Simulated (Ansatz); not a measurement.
Te:

```xyz
3
Lattice="4.4540 0.0000 0.0000 -2.2270 3.8573 0.0000 0.0000 0.0000 5.9240" Properties=species:S:1:pos:R:3 pbc="T T T"
Te    1.6279    2.8197    0.0000
Te   -0.5991    1.0376    3.9493
Te    1.1981    0.0000    1.9747
```

Base run:

- Program: Ansatz 0.2.0
- Functional: HSE06 form with a typed share of exact exchange
- Potentials or basis: Ansatz PAW
- Cutoff: 420 eV
- Density cutoff: 1680 eV
- k mesh: 4 × 4 × 3
- Occupations: fermi-dirac, width 0.05 eV
- Spin: no spin polarisation

Its results: band gap on the k mesh 1.29 eV, indirect (least direct gap 1.50 eV); largest force 0.308 eV/Å.

Question: The run is repeated on the same cell with these changes: screening (1/å) from 0.2 to 0.15. What comes out?

Answer: Band gap on the k mesh 1.39 eV, indirect (least direct gap 1.60 eV); largest force 0.346 eV/Å.

Caveats: odd divisions of the mesh miss points on the zone boundary, where band edges often lie, so the gap on the mesh can be too wide; spin-orbit coupling is left out, which moves the levels of the heavy elements; the PAW data sets come from PBE, with cores solved anew for the run's functional, which leaves a small shift of forces and pressure.

A k mesh can miss the band edges.

Not every run made on this cell is shown here.
